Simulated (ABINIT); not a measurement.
A run of ABINIT 10.8.3 (patched build) is set up as follows.

Contents of run.abi:

```
# Pseudopotentials
pp_dirpath "./"
pseudos "As.LDA_PW-JTH.xml"

# Structure
acell 7.8064586208 7.8064586208 7.8064586208
rprim
     0.4552885255     0.2628609527     0.8506564983
    -0.4552885255     0.2628609527     0.8506564983
     0.0000000000    -0.5257219055     0.8506564983
ntypat 1
znucl 33
natom 2
typat 1 1
xred
     0.2260000000     0.2260000000     0.2260000000
     0.7740000000     0.7740000000     0.7740000000
chkprim 0
chksymtnons 0
tolsym 1.0e-6

# Plane-wave basis
ecut 15.0
pawecutdg 30.0

# k points
kptopt 1
ngkpt 9 9 9
nshiftk 1
shiftk 0.0 0.0 0.0

# Exchange and correlation
ixc 7

# Bands and occupations
nband 19
occopt 3
tsmear 0.05 eV

# SCF cycle
nstep 100
tolvrs 1.0e-9

# Output
iomode 3
prtwf 0
prtden 0
prteig 0
prtebands 0
enunit 1

# Relaxation
ionmov 2
ntime 60
tolmxf 0.0002
optcell 2
dilatmx 1.08
ecutsm 0.5
```

Potentials or basis: JTH PAW LDA v2.0.

Command:

```sh
$ abinit run.abi > log 2>&1
```

Predict the band gap on the k mesh.

0.09 eV, indirect (least direct gap 0.60 eV).

Predict the relaxed cell.

a = 3.976 Å, b = 3.976 Å, c = 3.976 Å, α = 56.48°, β = 56.48°, γ = 56.48°.

Final structure:
```
CELL_PARAMETERS angstrom
1.88119 1.08611 3.33018
-1.88119 1.08611 3.33018
0.00000 -2.17221 3.33018
ATOMIC_POSITIONS crystal
As 0.23034 0.23034 0.23034
As 0.76966 0.76966 0.76966
```

Caveat: an odd mesh through Γ misses points on the zone boundary, where band edges often lie.
